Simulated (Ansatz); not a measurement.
# Cu: enthalpy under pressure, worked through

Method: Ansatz 0.2.0, DFT PBE, scalar-relativistic, plane waves, PAW. (420 eV cutoff, 18×18×6 k-mesh, Gaussian smearing of 0.10 eV, no spin polarisation)

The relaxed crystal:

```
Cu
1.0
     2.56704    0.00000    0.00000
    -1.28352    2.22312    0.00000
     0.00000    0.00000    8.38656
Cu
4
Direct
  0.00000 0.00000 0.00000
  0.33333 0.66667 0.25000
  0.00000 0.00000 0.50000
  0.66667 0.33333 0.75000
```

Cell and atoms were relaxed at each target pressure within the start's symmetry (P6_3/mmc), at zero temperature; other phases can be more stable under pressure. H = E + PV with P the target; E is the free energy at the smearing used, whose derivative the pressure is, per atom and counted from zero pressure. The mesh named is that at zero pressure; some other pressures ran on another.

```csv
P (GPa),V (Å³/atom),E − E0 (meV),H − H0 (meV)
0,11.965,0.0,0.0
3,11.724,2.2,221.7
8,11.379,13.9,582.1
15,10.978,42.4,1070.2
30,10.322,132.7,2065.5
60,9.441,372.6,3908.1
```

Q: Thermodynamics gives dH/dP = V along a relaxed path. Integrate V over P by the trapezoid rule and compare with the computed enthalpies.

A: With 1 eV/Å³ = 160.22 GPa, each step adds the mean volume times ΔP / 160.22:
| P (GPa) | ∫V dP (meV) | H − H0 (meV) | difference (meV) |
| --- | --- | --- | --- |
| 3 | 221.8 | 221.7 | 0.0 |
| 8 | 582.3 | 582.1 | 0.2 |
| 15 | 1070.7 | 1070.2 | 0.5 |
| 30 | 2067.7 | 2065.5 | 2.2 |
| 60 | 3918.0 | 3908.1 | 10.0 |

V(P) curves upward, so the trapezoid rule runs high; integrating a smooth curve through the same points puts that excess at about 8.4 meV at 60 GPa, against the 10.0 meV found.

Q: At 60 GPa, how much of the enthalpy change is stored energy and how much is the PV term?

A: E rises by 373 meV/atom and PV is 60 × 9.441 / 160.22 = 3535 meV/atom, so PV makes 90 % of ΔH. So between rival structures at high pressure a small difference in volume can outweigh the difference in energy: 1 % of this volume is worth 35.4 meV/atom at this pressure.

Q: What bulk modulus do the lowest pressures give?

A: From the pressures that the runs reached, -2.99 GPa (12.238 Å³) and 3.00 GPa (11.724 Å³), B = −ΔP/Δln V = 5.99 / 0.0429 = 140 GPa, a mean over that range.

This form isn't the element's structure at ambient conditions.

Copper stiffens steadily on compression: each successive interval gives up less volume per unit of pressure, from 11.965 Å³/atom at zero pressure to 9.441 at 60 GPa. The resistance comes from the rising kinetic energy of the confined sp electrons and from Pauli repulsion between the nearly full 3d shells, which grows steeply as neighbouring ions approach. The stored energy takes a growing share of the enthalpy because elastic work starts out quadratic in pressure, whereas the PV term starts out linear.

The cell is a four-layer close-packed stacking with a nearly ideal axial ratio, so its nearest-neighbour shell is almost that of fcc copper. This probably explains why the mean bulk modulus of 140 GPa lies close to the familiar value for the ordinary metal. For the same reason, volume differences between such stackings should be very small, and the PV term would give little leverage in ranking them. The agreement between integrated and computed enthalpies supports the internal consistency of the curve, not a preference for this stacking.
